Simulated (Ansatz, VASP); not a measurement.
**One calculation of SnSe2, two programs**

```xyz
3
Lattice="3.8110 0.0000 0.0000 -1.9055 3.3004 0.0000 0.0000 0.0000 6.1370" Properties=species:S:1:pos:R:3 pbc="T T T"
Sn    0.0000    0.0000    0.0000
Se    0.0000    2.2003    1.5342
Se    1.9055    1.1001    4.6027
```

Alike in both runs: task single point; functional PBEsol; k mesh 6 × 6 × 4; occupations gaussian, width 0.05 eV; no spin polarisation.

|  | VASP | Ansatz |
| --- | --- | --- |
| version | VASP 6.6.1 | Ansatz 0.2.0 |
| potentials or method | VASP PAW PBE potentials, release 64 (Sn_d, Se) | scalar-relativistic, plane waves, PAW |
| plane-wave cutoff (eV) | 520 | 420 |
| valence electrons in the cell | 26 | 46 |

```csv
,VASP,Ansatz,Ansatz less VASP
gap on the k mesh at the Fermi level (eV),0.74,0.75,+0.009
least direct gap on the mesh (eV),1.00,1.01,+0.010
pressure (GPa),2.4,2.3,-0.13
largest component of the traceless stress (GPa),1.00,1.00,-0.002
rms of the force components (eV/Å),0.258,0.248,-0.0102
```

Atom by atom the forces differ by 0.010 eV/Å (rms over components). The two sets of potentials don't hold the same shells in valence.

Caveats: the PAW data sets were made with another functional, which shifts forces and pressure a little (VASP); spin-orbit coupling is left out, which moves the levels of the heavy elements; the cell's inner coordinates are idealised or old, which leaves forces on the atoms; this functional lacks dispersion, which binds the layers, so the pressure and a relaxed spacing across them are unreliable. A k mesh can miss the band edges.
